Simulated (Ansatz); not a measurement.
Consider GaP2N (heterobilayer).

The cell holds 4 atoms: 1 Ga, 1 N and 2 P. Cell: a = 3.202 Å, b = 3.202 Å, c = 31.700 Å, α = 90.0°, β = 90.0°, γ = 120.0°. Regions: layer 1 (GaN-hc), 2 atoms (1 Ga and 1 N); layer 2 (P-hc), 2 atoms (2 P). Vacuum lies along c.

```xyz
4
Lattice="3.2024 0.0000 0.0000 -1.6012 2.7734 0.0000 0.0000 0.0000 31.7000" Properties=species:S:1:pos:R:3
Ga    0.0000    1.8489   13.7833
N     1.6012    0.9245   13.7355
P     0.0000    0.0000   17.9645
P     0.0000    1.8489   16.7197
```

The structure was relaxed with PBEsol-D3(BJ). The runs that relaxed it are not among those shown.

Gaps computed with Ansatz 0.2.0 without a self-energy: PBEsol 1.44 eV.

Question: What gap should G0W0 on PBEsol give (6×6×1 mesh, 415 empty bands, screening to 75 eV, PAW set soft_1 files)?

About 2.40 eV: on its mesh the run moves the gap from 1.54 eV by +0.95 eV, and the mesh misses the edges by 0.10 eV. Bands and cutoff are finite, so the gap is not at the basis limit. The miss can reach some tenths of an eV and take either sign; the mesh is an error of its own. The mesh in the plane is coarse for a sheet; gap and any exciton binding can still move on denser ones. The many-body steps are scalar-relativistic: spin-orbit coupling is not in them.

[Paths, hosts, dates, memory and timing lines, banners, echoed tables and standing remarks are left out of the program output.]

[Logs are printed without paths, hosts, clocks, repeated set-up lines and the standing remarks that a program may print on its own settings, such as how far it seeks lower states.]

[Runs of the session that timed out or met a known fault of the program may be left out.]

[Cells called generated may have been cut or substituted from an entry of the Crystallography Open Database or the Materials Project.]

[Hosts, paths, dates, database ids (printed as entryN), source tags and the programs' standing remarks are cut or masked in the printed files.]
